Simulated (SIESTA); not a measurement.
## Te under changes of volume

One of the cells (31.769 Å³/atom); the others are scaled copies at fixed shape and fractional positions:

```
Te
1.0
     2.32118    1.34013    1.70215
    -2.32118    1.34013    1.70215
     0.00000   -2.68026    1.70215
Te
1
Direct
  0.50000 0.50000 0.50000
```

This isn't the form of Te at room conditions, which is trigonal, of chains.

```yaml
Program: SIESTA 5.4.2
Functional: PBE
Potentials_or_basis: PseudoDojo 0.4 standard (PBE files)
Basis: DZP (energy shift 0.002 Ry)
Grid_cutoff: 500 Ry
Energy_shift: 0.002 Ry
k_mesh: 9 × 9 × 9
Occupations: fermi-dirac, width 0.05 eV
Spin: no spin polarisation
```

| volume (Å³/atom) | energy over the lowest point (meV/atom) | pressure (GPa) |
| --- | --- | --- |
| 29.277 | 108.81 | 9.0 |
| 29.900 | 76.96 | 7.4 |
| 30.523 | 50.86 | 5.9 |
| 31.769 | ? | ? |
| 32.392 | 6.01 | 2.2 |
| 33.015 | 0.00 | 1.0 |

What does the run at 31.769 Å³/atom give?

Energy over the lowest point 16.39 meV/atom; pressure 3.2 GPa.

Worked out: A Birch-Murnaghan fit of order 3 (a polynomial in V^(-2/3)) to the other rows has its minimum at 33.68 Å³/atom, just outside them, with B0 = V·E''(V) = 49 GPa and B' = 4.2 at fixed shape and positions, which overstates the stiffness. It gives 16.10 meV/atom at 31.769 Å³/atom, against the run's 16.39, and -dE/dV = 3.2 GPa, against 3.2.

Energies are extrapolated to zero smearing.

Caveats: semicore shells carry a single zeta, which can move pressures by several GPa and volumes by a few percent; the basis of atomic orbitals isn't converged, which shifts pressures, moduli and gaps.
